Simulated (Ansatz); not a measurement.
AlAs (F-43m) from a database of computed structures (r2SCAN geometry), in Ansatz:

```
CELL_PARAMETERS angstrom
0.00000 2.83892 2.83892
2.83892 0.00000 2.83892
2.83892 2.83892 0.00000
ATOMIC_POSITIONS crystal
Al 0.00000 0.00000 0.00000
As 0.75000 0.75000 0.75000
```

G0W0@PBE with 339 empty bands, a screening cutoff of 220 eV and a 6×6×6 mesh (PAW, contour deformation) gives 2.184 eV over the mesh points, from a PBE gap of 1.457 eV; it sums over 348 bands with 331 plane waves in the screening and a wave cutoff of 420 eV. G0W0 values are finite-basis, finite-mesh values. Spin-unpolarised throughout; all numbers are computed.

(1) Estimate the gap with starting point r2SCAN.

(2) Estimate the gap with empty bands 622, screening cutoff 300 eV.

(3) Estimate the gap with starting point HSE06.

Answers

(1) 2.347 eV (+0.163 eV), from a Kohn-Sham gap of 1.812 eV.

(2) 2.213 eV (+0.029 eV), from a Kohn-Sham gap of 1.457 eV.

(3) 2.482 eV (+0.298 eV), from a Kohn-Sham gap of 2.092 eV.

Spin-orbit coupling is left out.
